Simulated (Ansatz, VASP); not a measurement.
**One calculation of C, two programs**

```
CELL_PARAMETERS angstrom
2.44767 0.00000 0.00000
-1.22384 2.11975 0.00000
0.00000 0.00000 6.42785
ATOMIC_POSITIONS crystal
C 0.00000 0.00000 0.00250
C 0.00000 0.00000 0.50250
C 0.33333 0.66667 0.00250
C 0.66667 0.33333 0.50250
```

Alike in both runs: functional r2SCAN; k mesh 10 × 10 × 4; no spin polarisation.

Ansatz relaxed the structure, and its values are those at the end. VASP's run is a single point on that final structure, the one shown.

|  | VASP | Ansatz |
| --- | --- | --- |
| version | VASP 6.6.1 | Ansatz 0.2.0 |
| potentials or method | VASP PAW PBE potentials, release 64 (C) | PAW with Ansatz's default frozen-core files, scalar-relativistic |
| plane-wave cutoff (eV) | 520 | 500 |
| occupations | gaussian, width 0.01 eV | fixed |
| valence electrons in the cell | 16 | 16 |

VASP gave:

- pressure (GPa): 4.7

Q: Which values does Ansatz return?

A: Pressure (GPa): 4.0.

Ansatz warned: «structure_snapped_to_symmetry».

Caveats: the PAW data sets were made with another functional, which shifts forces and pressure a little (VASP).
